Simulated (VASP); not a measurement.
## Dielectric function of GaP

What does the band structure of GaP give for its optical response? The cell is of the zinc-blende type, one of the forms listed for this formula. The start is a cell from a database of measured crystal structures.

Calculated with VASP 6.6.1; PBE; plane waves and PAW (Ga_d, P), in the first sound run; inputs show where later runs differ.

### 1. Starting point

Symmetry: F-43m, No. 216, cubic system. The conventional cell has a = 5.451 Å, b = 5.451 Å, c = 5.451 Å, α = 90.00°, β = 90.00°, γ = 90.00°. Ga has 4 P at 2.36 Å nearest. Nearest to P lie 4 Ga at 2.36 Å. Farther neighbours are not listed.

Coordinates:

```cif
data_structure
_symmetry_space_group_name_H-M 'P 1'
_symmetry_Int_Tables_number 1
_cell_length_a 3.8541
_cell_length_b 3.8541
_cell_length_c 3.8541
_cell_angle_alpha 60.000
_cell_angle_beta 60.000
_cell_angle_gamma 60.000
_cell_volume 40.48
loop_
_atom_site_label
_atom_site_type_symbol
_atom_site_fract_x
_atom_site_fract_y
_atom_site_fract_z
_atom_site_occupancy
Ga1 Ga 0.00000 0.00000 0.00000 1
P2 P 0.75000 0.75000 0.75000 1
```

### 2. Ground state

The ground state comes first.

Contents of INCAR:

```
SYSTEM = GaP
PREC = Accurate
ENCUT = 400
EDIFF = 1E-07
NELM = 100
ISMEAR = 0
SIGMA = 0.05
LREAL = .FALSE.
ALGO = Normal
GGA = PE
NBANDS = 15
LORBIT = 11
LWAVE = .FALSE.
LCHARG = .FALSE.
KPAR = 4
```

Contents of POSCAR:

```
GaP
1.0
    0.0000000000      2.7252500000      2.7252500000
    2.7252500000      0.0000000000      2.7252500000
    2.7252500000      2.7252500000      0.0000000000
Ga P
1 1
Direct
    0.0000000000      0.0000000000      0.0000000000
    0.7500000000      0.7500000000      0.7500000000
```

Contents of KPOINTS:

```
Automatic mesh
0
Gamma
7 7 7
0 0 0
```

Potentials, in the order of the species: Ga_d and P (PBE family, release 64).

Run with:

```sh
$ mpirun -np 4 vasp_std
```

The log of the run:

```text
[banner, memory and clock lines left out]
running    4 mpi-ranks, on    1 nodes
 distrk:  each k-point on    1 cores,    4 groups
 distr:  one band on    1 cores,    1 groups

 POSCAR found type information on POSCAR GaP
 POSCAR found :  2 types and       2 ions
 LDA part: xc-table for (Slater+PW92), standard interpolation
 POSCAR, INCAR and KPOINTS ok, starting setup
 FFT: planning ... GRIDC
 FFT: planning ... GRID_SOFT
 FFT: planning ... GRID
 WAVECAR not read
 entering main loop
       N       E                     dE             d eps       ncg     rms          rms(c)
DAV:   1     0.727979127763E+02    0.72798E+02   -0.78894E+03   616   0.146E+03
DAV:   2    -0.370159479833E+01   -0.76500E+02   -0.73089E+02   677   0.283E+02
DAV:   3    -0.928529142717E+01   -0.55837E+01   -0.55586E+01   740   0.632E+01
DAV:   4    -0.937949580227E+01   -0.94204E-01   -0.94182E-01   701   0.893E+00
DAV:   5    -0.938146818098E+01   -0.19724E-02   -0.19722E-02   803   0.113E+00    0.425E+00
DAV:   6    -0.913484693819E+01    0.24662E+00   -0.39901E-01   914   0.110E+01    0.280E+00
DAV:   7    -0.910788670644E+01    0.26960E-01   -0.98213E-02   748   0.219E+00    0.113E+00
DAV:   8    -0.910819117586E+01   -0.30447E-03   -0.13997E-02   740   0.152E+00    0.181E-01
DAV:   9    -0.910857329231E+01   -0.38212E-03   -0.13925E-03   735   0.551E-01    0.841E-02
DAV:  10    -0.910864173551E+01   -0.68443E-04   -0.11036E-04   932   0.114E-01    0.406E-02
DAV:  11    -0.910871295085E+01   -0.71215E-04   -0.98740E-05   656   0.868E-02    0.504E-03
DAV:  12    -0.910871263430E+01    0.31655E-06   -0.29389E-06   756   0.237E-02    0.273E-03
DAV:  13    -0.910871297074E+01   -0.33644E-06   -0.91560E-07   712   0.819E-03    0.186E-03
DAV:  14    -0.910871297801E+01   -0.72710E-08   -0.29889E-08   531   0.157E-03
   1 F= -.91087130E+01 E0= -.91087130E+01  d E =-.558622E-11
```

Wall time 3.2 s (4 MPI ranks of AMD EPYC 9R45, shared host); peak memory 0.52 GiB; 11 s of CPU time.

The logs omit lines about the potential files and the build; timing stands in the text.

Parts of OUTCAR (step 2):

```text
ion  position               nearest neighbor table
   1  0.000  0.000  0.000-   2 2.36   2 2.36   2 2.36   2 2.36
   2  0.750  0.750  0.750-   1 2.36   1 2.36   1 2.36   1 2.36

  LATTYP: Found a face centered cubic cell.
 ALAT       =     5.4505000000

 Subroutine GETGRP returns: Found 24 space group operations
 (whereof 24 operations were pure point group operations)

The static configuration has the point symmetry T_d .

 Found     20 irreducible k-points:

   k-points           NKPTS =     20   k-points in BZ     NKDIM =     20   number of bands    NBANDS=     15

   dimension x,y,z NGX =    28 NGY =   28 NGZ =   28
   dimension x,y,z NGXF=    56 NGYF=   56 NGZF=   56

   ENCUT  =  400.0 eV  29.40 Ry    5.42 a.u.   6.29  6.29  6.29*2*pi/ulx,y,z

   NELECT =      18.0000    total number of electrons

 k-points in reciprocal lattice and weights: Automatic mesh
   0.00000000  0.00000000  0.00000000       0.003
   0.14285714  0.00000000  0.00000000       0.023
   0.28571429  0.00000000  0.00000000       0.023
   0.42857143  0.00000000  0.00000000       0.023
   0.14285714  0.14285714  0.00000000       0.017
   0.28571429  0.14285714  0.00000000       0.070
   0.42857143  0.14285714  0.00000000       0.070
  -0.42857143  0.14285714  0.00000000       0.070
  -0.28571429  0.14285714  0.00000000       0.070
[...]
-0.42857143  0.42857143  0.14285714       0.070
  -0.28571429  0.42857143  0.14285714       0.070

 average (electrostatic) potential at core
       1 -65.3829       2 -83.3998

 E-fermi :   4.8646

 k-point     1 :       0.0000    0.0000    0.0000
  band No.  band energies     occupation
    ...
      5      -9.7994      2.00000
      6      -7.8393      2.00000
      7       4.6548      2.00000
      8       4.6548      2.00000
      9       4.6548      2.00000
     10       6.4781      0.00000
     11       8.5392      0.00000
     12       8.5392      0.00000
     13       8.5392      0.00000
     14      13.4589      0.00000
    ...

 k-point     2 :       0.1429    0.0000    0.0000
  band No.  band energies     occupation
    ...
      5      -9.7996      2.00000
      6      -7.5759      2.00000
      7       2.7016      2.00000
      8       4.3663      2.00000
      9       4.3663      2.00000
     10       7.1015      0.00000
     11       8.9746      0.00000
     12       8.9746      0.00000
     13       9.3477      0.00000
     14      13.7213      0.00000
    ...

 k-point     3 :       0.2857    0.0000    0.0000
  band No.  band energies     occupation
    ...
      5      -9.7975      2.00000
      6      -6.8459      2.00000
      7       0.1805      2.00000
      8       3.8788      2.00000
      9       3.8788      2.00000
     10       6.6893      0.00000
     11       9.4538      0.00000
     12       9.4538      0.00000
     13      11.5756      0.00000
     14      13.8441      0.00000
    ...

  Total        0.5778265      0.5778265      0.5778265     -0.0000000      0.0000000     -0.0000000
  in kB       22.8696227     22.8696227     22.8696227     -0.0000000      0.0000000     -0.0000000
  external PRESSURE =      22.8696227 kB  Pullay stress =       0.0000000 kB

  energy-cutoff  :      400.00
  volume of cell :       40.48
      direct lattice vectors                 reciprocal lattice vectors
     0.000000000  2.725250000  2.725250000    -0.183469406  0.183469406  0.183469406
     2.725250000  0.000000000  2.725250000     0.183469406 -0.183469406  0.183469406
     2.725250000  2.725250000  0.000000000     0.183469406  0.183469406 -0.183469406

 POSITION                                       TOTAL-FORCE (eV/Angst)
 -----------------------------------------------------------------------------------
      0.00000      0.00000      0.00000        -0.000000     -0.000000     -0.000000
      4.08788      4.08788      4.08788         0.000000      0.000000      0.000000
 -----------------------------------------------------------------------------------
    total drift:                               -0.000002     -0.000002     -0.000002

  FREE ENERGIE OF THE ION-ELECTRON SYSTEM (eV)
  ---------------------------------------------------
  free  energy   TOTEN  =        -9.1087129780 eV

  energy  without entropy=       -9.1087129780  energy(sigma->0) =       -9.10871298

 total charge
# of ion       s       p       d       tot
------------------------------------------
    1        0.861   0.850  10.012  11.723
    2        1.020   1.525   0.000   2.546
--------------------------------------------------
tot          1.881   2.375  10.012  14.269

[... 3 further parts left out ...]
```

The gap is read on the k-mesh alone, so it is an upper bound where the band edges lie off the mesh.

Numbers from this step:

```yaml
free_energy_toten: -9.109 eV
fermi_energy: 4.865 eV
pressure: 2.287 GPa
gap_on_the_k_mesh: 1.587 eV
least_direct_gap_on_the_k_mesh: 1.823 eV
```

The cell has a gap of 1.59 eV on this mesh and a pressure of +2.3 GPa, which holds the misfit of the given cell and coordinates with this functional, and any error of cutoff, mesh and data sets. Spin-orbit coupling is left out, which can shift or reorder these edges.

### 3. Spectrum

LOPTICS sums the direct transitions; the mesh is finer and NBANDS larger than for the ground state.

INCAR: that of step 2 with these lines changed.

```diff
@@ -10,4 +10,3 @@
 GGA = PE
-NBANDS = 15
-LORBIT = 11
+NBANDS = 28
 LWAVE = .FALSE.
@@ -15 +14,4 @@
 KPAR = 4
+LOPTICS = .TRUE.
+NEDOS = 2000
+CSHIFT = 0.2
```

POSCAR is that of step 2.

Contents of KPOINTS:

```
Automatic mesh
0
Gamma
11 11 11
0 0 0
```

Run with:

```sh
$ mpirun -np 4 vasp_std
```

The log of the run:

```text
[... set-up lines as in an earlier step ...]
 entering main loop
       N       E                     dE             d eps       ncg     rms          rms(c)
DAV:   1     0.102334924440E+03    0.10233E+03   -0.64690E+03  3932   0.796E+02
DAV:   2     0.173811659822E+01   -0.10060E+03   -0.90677E+02  3444   0.249E+02
DAV:   3    -0.919037306276E+01   -0.10928E+02   -0.10791E+02  3816   0.517E+01
DAV:   4    -0.938395940223E+01   -0.19359E+00   -0.19346E+00  3652   0.722E+00
DAV:   5    -0.938553573668E+01   -0.15763E-02   -0.15762E-02  3828   0.658E-01    0.424E+00
DAV:   6    -0.914096362629E+01    0.24457E+00   -0.16955E-01  4736   0.591E+00    0.283E+00
DAV:   7    -0.911371831548E+01    0.27245E-01   -0.55322E-02  3708   0.112E+00    0.110E+00
DAV:   8    -0.911414666977E+01   -0.42835E-03   -0.99666E-03  3620   0.709E-01    0.224E-01
DAV:   9    -0.911458553415E+01   -0.43886E-03   -0.97293E-04  3548   0.257E-01    0.940E-02
DAV:  10    -0.911463777483E+01   -0.52241E-04   -0.54380E-05  3908   0.507E-02    0.498E-02
DAV:  11    -0.911469842622E+01   -0.60651E-04   -0.49838E-05  3412   0.356E-02    0.421E-03
DAV:  12    -0.911469890497E+01   -0.47875E-06   -0.10349E-06  3980   0.503E-03    0.370E-03
DAV:  13    -0.911469927223E+01   -0.36726E-06   -0.44355E-07  3476   0.255E-03    0.152E-03
DAV:  14    -0.911469922970E+01    0.42531E-07   -0.69486E-09  2560   0.356E-04
   1 F= -.91146992E+01 E0= -.91146992E+01  d E =-.903843E-12
 optical routines
 imaginary and real dielectric function
 recalculating local potential from charge density
 direction            1
 direction            2
 direction            3
```

It took 11 s on 4 MPI ranks; peak memory 0.74 GiB.

From OUTCAR (step 3):

```text
The static configuration has the point symmetry T_d .

 Found     56 irreducible k-points:

   k-points           NKPTS =     56   k-points in BZ     NKDIM =     56   number of bands    NBANDS=     28

   NELECT =      18.0000    total number of electrons

 E-fermi :   4.8640

 k-point     1 :       0.0000    0.0000    0.0000
  band No.  band energies     occupation
    ...
      5      -9.7987      2.00000
      6      -7.8420      2.00000
      7       4.6514      2.00000
      8       4.6514      2.00000
      9       4.6514      2.00000
     10       6.4756      0.00000
     11       8.5382      0.00000
     12       8.5382      0.00000
     13       8.5382      0.00000
     14      13.4569      0.00000
    ...

 k-point     2 :       0.0909    0.0000    0.0000
  band No.  band energies     occupation
    ...
      5      -9.7988      2.00000
      6      -7.7342      2.00000
      7       3.6231      2.00000
      8       4.5219      2.00000
      9       4.5219      2.00000
     10       7.0066      0.00000
     11       8.7376      0.00000
     12       8.7376      0.00000
     13       8.7920      0.00000
     14      13.9812      0.00000
    ...

  Total        0.5767395      0.5767395      0.5767395      0.0000000     -0.0000000     -0.0000000
  in kB       22.8265989     22.8265989     22.8265989      0.0000000     -0.0000000     -0.0000000
  external PRESSURE =      22.8265989 kB  Pullay stress =       0.0000000 kB

 POSITION                                       TOTAL-FORCE (eV/Angst)
 -----------------------------------------------------------------------------------
      0.00000      0.00000      0.00000        -0.000000      0.000000     -0.000000
      4.08788      4.08788      4.08788         0.000000     -0.000000      0.000000
 -----------------------------------------------------------------------------------
    total drift:                               -0.000002     -0.000002     -0.000002

  FREE ENERGIE OF THE ION-ELECTRON SYSTEM (eV)
  ---------------------------------------------------
  free  energy   TOTEN  =        -9.1146992297 eV

  energy  without entropy=       -9.1146992297  energy(sigma->0) =       -9.11469923

 plasma frequency squared (from intraband transitions) (eV^2)
  --------------------------------------------------------------------------------------
       0.000       0.000       0.000
       0.000       0.000       0.000
       0.000      -0.000       0.000

[... 6 parts as in an earlier step ...]

[... 6 further parts left out ...]
```

These are independent-particle spectra without excitons or local fields, and fine structure depends on the mesh and on CSHIFT.

Numbers from this step:

```
free energy (TOTEN)            : -9.115 eV
Fermi energy                   : 4.864 eV
pressure                       : 2.283 GPa
gap on the k-mesh              : 1.605 eV
least direct gap on the k-mesh : 1.824 eV
```

The imaginary dielectric function, xx has structure finer than the step of the table below, so its rows give means over 1 eV, whole bins alone (the curve runs from 0 to 25.0 eV). Peaks (eV: height): 4.4: 26.7, 5.3: 18.0.

Absorption under the direct gap is the tail of the CSHIFT broadening, and fine structure depends on the mesh. Imaginary dielectric function, xx against photon energy; means over each step:

```csv
photon energy (eV),"imaginary dielectric function, xx"
1,0.348
2,2.05
3,9.11
4,18.4
5,16.4
6,9.07
7,5.29
8,3.09
9,2.18
10,1.54
11,1.02
12,0.735
13,0.521
14,0.367
15,0.304
16,0.235
17,0.240
18,0.238
19,0.228
20,0.212
21,0.168
22,0.132
23,0.127
24,0.114
```

Table of real dielectric function, xx by photon energy:

photon energy (eV), real dielectric function, xx and a bar from the least value:
```
        0       11.0 #########################
        1       11.7 ##########################
        2       14.2 ##############################
        3       14.0 ##############################
        4       14.2 ##############################
        5        1.0 ###########
        6       -7.0 
        7       -4.5 ####
        8       -3.2 #####
        9       -2.4 ######
       10       -2.1 #######
       11       -1.7 #######
       12       -1.1 ########
       13       -0.8 #########
       14       -0.5 #########
       15       -0.2 ##########
       16       -0.1 ##########
       17        0.1 ##########
       18        0.2 ##########
       19        0.3 ##########
       20        0.3 ##########
       21        0.4 ##########
       22        0.4 ##########
       23        0.5 ###########
       24        0.5 ###########
```

[end of part 1 of 3]

[Lines on the potential files, build, host, timing and source positions are cut from VASP's logs without a mark.]

[Logs are printed without paths, hosts, clocks, repeated set-up lines and the standing remarks that a program may print on its own settings, such as how far it seeks lower states.]

[Hosts, paths, dates, database ids (printed as entryN), source tags and the programs' standing remarks are cut or masked in the printed files.]
